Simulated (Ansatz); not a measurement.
# ZnSe (F-43m): compression over a wide range

The task here is to estimate one member of a computed series from the others.

Method: DFT PBEsol, scalar-relativistic, plane waves, PAW, in Ansatz 0.2.0.

**The structure to begin with**

The structure is cubic, space group F-43m (No. 216). The conventional cell has a = 5.633 Å, b = 5.633 Å, c = 5.633 Å, α = 90.00°, β = 90.00°, γ = 90.00°. Zn (site symmetry -43m) is surrounded by 4 Se at 2.44 Å. Se (site symmetry -43m) has 4 Zn at 2.44 Å as nearest neighbours.

Structure file:

```cif
data_structure
_symmetry_space_group_name_H-M 'P 1'
_symmetry_Int_Tables_number 1
_cell_length_a 3.9835
_cell_length_b 3.9835
_cell_length_c 3.9835
_cell_angle_alpha 60.000
_cell_angle_beta 60.000
_cell_angle_gamma 60.000
_cell_volume 44.70
loop_
_atom_site_label
_atom_site_type_symbol
_atom_site_fract_x
_atom_site_fract_y
_atom_site_fract_z
_atom_site_occupancy
Zn1 Zn 0.00000 0.00000 0.00000 1
Se1 Se 0.25000 0.25000 0.25000 1
```

This cell comes from an earlier session at PBEsol: 22.348 Å³/atom at 0.00 GPa, on a 8×8×8 mesh.

The first run:

Input file input.yaml:

```yaml
crystal:
  lattice:
    - [0.0, 2.7786617403, 2.7786617403]
    - [2.7786617403, 0.0, 2.7786617403]
    - [2.7786617403, 2.7786617403, 0.0]
  atoms:
    - { symbol: Zn, position: [0.0, 0.0, 0.0] }
    - { symbol: Se, position: [0.25, 0.25, 0.25] }
basis:
  ecutwfc: 420
  ecutrho_ratio: 4
kpoints:
  mp_grid: { grid: [8, 8, 8] }
hamiltonian:
  xc: pbesol
scf:
  occupations: { method: gaussian, width: 0.05 }
output:
  forces: true
  stress: true
  eigenvalues: true
```

The run is started by

```bash
$ ansatz run input.yaml --threads 1 --pin off --max-ram 2560MiB --backend cpu --events-out ev --progress --plain --runs-dir out
```

Steps of the session up to this table: Volume × 0.96; Volume × 1.04; Volume × 0.92; Volume × 0.88; Volume × 0.84; Volume × 0.8.

One table of the session follows, with a row left open; its other results are not shown here.

```
volume (Å³/atom)  energy above the lowest (meV/atom)  pressure (GPa)  gap on the mesh (eV)
          17.878                               274.0            24.1                  2.19
          18.772                               160.4            16.9                  1.97
          19.666                                82.8            11.1                  1.77
          20.560                                33.9             6.6                  1.58
          21.454                                   ?               ?                     ?
          22.348                                 0.0             0.0                  1.24
          23.242                                 6.7            -2.3                  1.09
```

**Question.** Estimate the row for volume (Å³/atom) = 21.454.

Worked estimate for «energy above the lowest (meV/atom)». A straight line through the neighbours (20.560, 33.9) and (22.348, 0.0) gives 33.9 + (0.0 − 33.9) × (21.454 − 20.560) / (22.348 − 20.560) = 16.9; a parabola fitted to 4 rows on both sides gives 7.7.

As computed: energy above the lowest (meV/atom): 7.8; pressure (GPa): 2.9; gap on the mesh (eV): 1.40. In «energy above the lowest (meV/atom)» the line misses by +9.1 and the parabola by -0.1.

To keep in mind: Other structures may be lower in enthalpy at these pressures.
